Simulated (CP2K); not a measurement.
CdTe:

```
Te Cd
1.0
     4.53255    0.00000    0.00000
     2.26628    3.92531    0.00000
     2.26628    1.30844    3.70082
Te Cd
1 1
Cartesian
  6.7988 3.9253 2.7756
  0.0000 0.0000 0.0000
```

Base run:

* Program: CP2K 2026.2
* Functional: revPBE
* Potentials or basis: POTENTIAL_UZH Te GTH-PBE-q6, Cd GTH-PBE-q12; TZVP-MOLOPT-PBE-GTH basis
* Density cutoff: 9184 eV
* k mesh: 7 × 7 × 7
* Occupations: fermi-dirac, width 0.05 eV
* Spin: no spin polarisation

Its results: band gap on the k mesh 0.97 eV, direct; pressure 5.8 GPa.

Problem. The run is repeated on the same cell with these changes: functional from revPBE to LDA. What comes out?

Solution. Band gap on the k mesh 0.61 eV, direct; pressure 1.9 GPa.

LDA binds more tightly than revPBE, so the same cell stands under less pressure.

Caveats: the potentials were made for another functional, which shifts forces and pressure; spin-orbit coupling is left out, which moves the levels of the heavy elements; the basis of atomic orbitals isn't converged, which shifts pressures, moduli and gaps.

